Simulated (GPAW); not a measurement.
A run of GPAW 26.7.0 is set up as follows.

The input run.py:

```python
import numpy as np
from ase import Atoms
from ase.dft.bandgap import bandgap
from ase.io import write
from gpaw import GPAW, PW
from gpaw.response.df import DielectricFunction

atoms = Atoms(['Pb', 'Te'],
              cell=[[0.0, 3.231, 3.231],
                    [3.231, 0.0, 3.231],
                    [3.231, 3.231, 0.0]],
              scaled_positions=[[0.0, 0.0, 0.0],
                                [0.5, 0.5, 0.5]],
              pbc=True)

calc = GPAW(mode=PW(450),
            xc='RPBE',
            kpts={'size': (6, 6, 6), 'gamma': True},
            occupations={'name': 'fermi-dirac', 'width': 0.001},
            nbands=19,
            convergence={'density': 1e-06},
            maxiter=150,
            txt='gpaw.txt')
atoms.calc = calc
energy = atoms.get_potential_energy()
calc.write('gs.gpw')
write('result.traj', atoms)
print(f'Energy: {energy:.6f} eV')
print('Fermi level:', round(calc.get_fermi_level(), 4), 'eV')
print(f'Gap: {bandgap(calc)[0]:.4f} eV, direct: {bandgap(calc, direct=True)[0]:.4f} eV')

for size in [(18, 18, 18)]:
    name = 'x'.join(str(n) for n in size)
    dense = calc.fixed_density(kpts={'size': size, 'gamma': True},
                               nbands=36, convergence={'bands': 30, 'eigenstates': 1e-7},
                               update_fermi_level=True, txt=f'dense-{name}.txt')
    dense.write(f'{name}.gpw', mode='all')
    df = DielectricFunction(f'{name}.gpw', frequencies=np.array([0.0]), hilbert=False, eta=0.001,
                            ecut=80, nbands=30, intraband=False, txt=f'df-{name}.txt')
    for xc in ['RPA']:
        for direction in ['x', 'y', 'z', [0, 1, 1], [1, 0, 1], [1, 1, 0]]:
            e0, e = df.get_macroscopic_dielectric_constant(xc=xc, direction=direction)
            print(f'{name} {xc} {direction}: {e0:.4f} without, {e:.4f} with local fields')
```

Potentials or basis: the program's PAW data sets (release 1.2.1) made for this functional, pw.

The run is started by

```bash
$ OMP_NUM_THREADS=1 python run.py
```

Problem. Estimate the electronic dielectric tensor (diagonal).

Solution. 26.10.

Problem. What does it give for the band gap on the k mesh?

Solution. 0.75 eV, direct.

Electronic dielectric tensor:
```
26.10  0.00  0.00
 0.00 26.10  0.00
 0.00  0.00 26.10
```

Caveat: the long-wavelength limit can be off by a per cent or two; spin-orbit coupling is left out, which as a rule narrows the gap of such compounds by several tenths of an eV.

**What was measured.**

A printed reference work, monograph reports, for a bulk crystal of TePb: band gap 0.19 eV (direct) at 4.2 K; high-frequency dielectric constant 32.8 at 300 K.

A measured gap of TePb is 0.19 eV (direct; 4.2 K; a printed reference work, monograph); the calculated 0.75 eV misses it by +0.56 eV. Spin-orbit coupling on Pb, Te is left out. The value is that of RPBE on a finite k mesh, which can miss the band edges, without temperature or zero-point motion. A measured high-frequency dielectric constant of TePb is 32.8 (300 K; a printed reference work, monograph); the calculated 26.10 misses it by -20.4 %. 2 values of this kind are on record (32.8 to 36.9); this one was drawn at random.
